## A squeezed film whose gap narrows

Squeeze wurtzite CdS evenly from all sides and its band gap widens. The epitaxial row at −5 % seems to contradict this. Its cell has lost 5.5 % of its volume, yet its gap has fallen by 0.204 eV. The hydrostatic row at −2 % has lost a similar volume, and its gap has risen by 0.157 eV.

Wurtzite CdS (P6_3mc, 4 atoms per cell) under strain, computed with Ansatz 0.2.0: HSE06, plane-wave PAW, 420 eV cutoff, 6×6×4 k mesh, no spin polarisation. Strains are per length, and changes are counted from the unstrained cell relaxed with r2SCAN (a = 4.165, c = 6.766 Å). Atoms, and the cell height in epitaxial rows, are relaxed with r2SCAN.

| strain kind | strain (%) | band gap (eV) | band gap change (eV) | pressure change (GPa) |
| --- | --- | --- | --- | --- |
| biaxial xy | -1.26 | 2.231 | 0.040 | 1.60 |
| epitaxial xy | -5 | 1.986 | -0.204 | 3.30 |
| epitaxial xy | 3 | 2.066 | -0.124 | -1.80 |
| epitaxial xy | 5 | 1.979 | -0.212 | -2.80 |
| hydrostatic | -5.28 | 2.587 | 0.396 | 14.10 |
| hydrostatic | -4 | 2.497 | 0.306 | 9.70 |
| hydrostatic | -3 | 2.423 | 0.233 | 6.70 |
| hydrostatic | -2 | 2.347 | 0.157 | 4.20 |
| hydrostatic | -1 | 2.270 | 0.079 | 1.90 |
| hydrostatic | 0.5 | 2.150 | -0.040 | -0.90 |
| hydrostatic | 1 | 2.110 | -0.080 | -1.70 |
| hydrostatic | 2 | 2.028 | -0.162 | -3.10 |
| hydrostatic | 3 | 1.946 | -0.244 | -4.40 |
| hydrostatic | 4 | 1.865 | -0.326 | -5.50 |
| hydrostatic | 5 | 1.782 | -0.408 | -6.40 |
| uniaxial z | 0.5 | 2.168 | -0.023 | -0.30 |

All changes are counted from the cell relaxed with r2SCAN, which is slightly larger than the measured one. HSE06 is known to give too small a gap for CdS, so the changes deserve more trust than the gaps themselves. The kinds of strain differ in what happens to the two directions of the hexagonal cell. Hydrostatic strain changes all lengths by the same percentage, so the ratio c/a of height to in-plane edge stays fixed. Epitaxial strain sets the in-plane edges, as a substrate does to a film, and lets the height c relax. In the biaxial row the in-plane edges shrink while c is held, and in the uniaxial row c grows while the in-plane edges are held. The last two are therefore not points on the epitaxial curve.

## First limit: volume changes, shape does not

The hydrostatic rows show the simple pattern. Near the unstrained cell, the gap closes by about 79 meV for each percent added to all lengths. The usual explanation starts from the conduction edge, which in such a crystal is an antibonding state built from s orbitals of both elements. Longer bonds mean weaker overlap, so this state comes down towards the valence band.

A smooth model of this pattern needs two constants. With V the volume relative to the unstrained cell, a least-squares fit to the eleven hydrostatic rows gives

gap change = −2.633 ln V − 1.148 (ln V)², in eV.

No hydrostatic row misses this curve by more than about 2 meV. Real CdS turns to the rocksalt structure at roughly 3 GPa, so the rows from −2 % downwards describe wurtzite kept beyond its stable range. They still serve as a reference for what volume alone does to this structure.

## The odd row, worked in full

The −5 % epitaxial row took no part in the fit. In the r2SCAN relaxation its height grew by 4.68 % as the film was squeezed in the plane. The estimate from volume alone then runs as follows:

- relative volume: 0.95 × 0.95 × 1.0468 = 0.945, so ln V = −0.057
- linear part: −2.633 × (−0.057) = +0.150 eV
- quadratic part: −1.148 × 0.057² = −0.004 eV
- expected gap change: about +0.146 eV

The computed change is −0.204 eV, so the row lies 0.35 eV below the volume curve. That break is larger than the gap change itself, because the estimate has the wrong sign.

The other four rows that change shape also lie below the curve. The stretched films miss it by 46 meV at +3 % and 89 meV at +5 %. The biaxial row misses it by 26 meV and the uniaxial row by 10 meV. The smallest of these breaks is still about ten times the last printed digit of the gap.

## Second limit: a small change of shape

The two rows with small strains show what the break depends on. In the biaxial row the cell shrinks, and in the uniaxial row it grows, so their volume parts have opposite signs. In both, however, c/a rises, and in both the gap falls below the volume curve. The fall is about 20 meV for each percent of c/a in either row.

Such agreement is to be expected. While strains are small and the same states stay at the band edges, any stretch or squeeze that keeps the hexagonal symmetry acts through two numbers only, the change of volume and the change of c/a. The gap change is then the sum of a volume part and a shape part. This sum also gives the sign of the odd row. Its c/a has risen from 1.62 to 1.79, and the slope of the biaxial row, carried that far, gives a shape part of about −0.20 eV. This outweighs the +0.146 eV from the volume, so the gap should narrow, although by less than the calculation finds.

## Third limit: the shape changes the other way

Now stretch the film in the plane. At +5 % its c/a falls to 1.47. If the small-strain slope still held, the shape part would change sign and lift the gap about 0.21 eV above the volume curve. The calculation puts the gap 0.09 eV below it instead.

Raising c/a thus narrows the gap, and lowering it by several percent narrows it too. A single level that moves steadily with shape cannot do this. Two levels that move apart can, if the gap is measured from whichever of them is higher.

## Two kinds of p state at the valence top

Wurtzite provides such levels. The top of its valence band consists mainly of sulfur p states. Two of them, px and py, lie in the plane and form a pair of equal energy. The third, pz, points along c and has an energy of its own.

In a perfectly cubic surrounding all three would be level. A change of shape at fixed volume then pushes the pair one way and pz the other. Whatever the sign of the strain, one of them goes up, and that one becomes the valence edge. The gap narrows in both directions, with a sharp peak where the levels cross.

Which state rises can be argued from the bonds. When the cell is squeezed in the plane and grows along c, the three slanted bonds of each atom turn towards the c axis. The pz state then overlaps better with these bonds and is pushed down, while px and py overlap less well and rise. In-plane stretch does the reverse and brings pz to the top. This order is well established for tetrahedral semiconductors, but the calculation does not list the orbital character of its band edges, so here it rests on theory.

The same reasoning gives a first guess for a related crystal with a direct gap at the zone centre. Estimate the volume part from its response to pressure, then subtract something for the splitting. This holds for both signs of the shape change only if the p levels nearly coincide without strain and no other part of the gap responds strongly to shape.

## How well the crossing describes the rows

The crossing can be compared with a smooth alternative that has as many constants. The first model consists of two straight lines in ln(c/a), one for each side, which meet at the unstrained shape. The second is a single parabola through the same point. Both were fitted by least squares to the breaks of the five reshaped rows.

The two lines miss these rows by typically 10 meV, the parabola by 20 meV. The parabola does worst for the film stretched by 3 %, where it finds almost no break although the calculation gives 46 meV. This favours a crossing, though weakly, because for the two small strains the parabola comes closer than the lines. Five rows cannot prove a crossing, and a smooth curve with more constants might also pass through them.

The two lines have a clear fault of their own. Their worst miss, 19 meV, falls on the biaxial row, whose whole break is only 26 meV. The line for high c/a is governed by the −5 % film and is too steep for small strains.

The meeting point is also an assumption. In real wurtzite CdS the pair already lies a few hundredths of an eV above pz without strain, so the crossing should sit at a slightly lower c/a. Spin–orbit coupling, which is absent here, would mix some of the states and weaken the kink without removing it. No row has a c/a between that of the unstrained cell and that of the film stretched by 3 %, so the table cannot locate the crossing.

## Why one side is steeper

Splitting alone predicts a definite asymmetry. If the average of the three p levels stays put, the single pz state must move twice as far as each member of the pair. The stretched side, with pz on top, should then be the steeper one.

The calculation shows the opposite. The film squeezed by 5 % breaks from the volume curve by 0.35 eV, the one stretched by 5 % by only 0.09 eV, for nearly equal and opposite changes of ln(c/a). Some other part of the gap must also respond to shape. In the simplest case it changes evenly with c/a, narrowing the gap as c/a rises and widening it as c/a falls. It then adds to the splitting on the squeezed side and works against it on the stretched side.

This part could come from the conduction edge or from the average of the p levels, since the symmetry of wurtzite allows both to shift. The calculation gives the energies of the band edges, but cells of different shape share no common zero of energy, so the two cannot be separated. A reversed order of the p levels is an unlikely cause, since the pair is already on top in unstrained CdS and squeezing is expected to widen its lead. Nor does a part that grows evenly with c/a account for the whole break: the slope of the biaxial row yields only about 0.20 of the 0.35 eV.

## What this means for a film

For a film stretched by 3 to 5 % on its substrate, the two computed rows give a simple rule. The gap falls by about 40 meV for each percent of in-plane stretch, from 0.124 eV at 3 % and 0.212 eV at 5 %. This is about half the hydrostatic figure per percent of length. The film becomes thinner as it is stretched and so gains less volume, which alone would make the fall smaller still, and the shape part adds the rest. The rule should not be carried down to the smallest stretches. Until pz has overtaken the pair, the shape part is expected to raise the gap, not lower it.

For a squeezed film no such rule can be read from the table, because −5 % is its only row with a free height. The small-strain slopes allow an estimate at −1 %, if the height responds in proportion. The volume falls by about 1.1 %, which adds 28 meV, and c/a rises by about 2 %, which removes 40 meV. The two parts nearly cancel and leave a fall of roughly 10 meV.

At −5 % the same estimate gives 0.146 − 0.199 = −0.053 eV, whereas the calculation gives −0.204 eV. Somewhere between these strains the gap must begin to fall faster than the small-strain slopes allow. Whether it does so gradually or because another state takes over at a band edge is the question the table leaves open. Films at −2 and −3 %, with the orbital character of both band edges, would answer it.
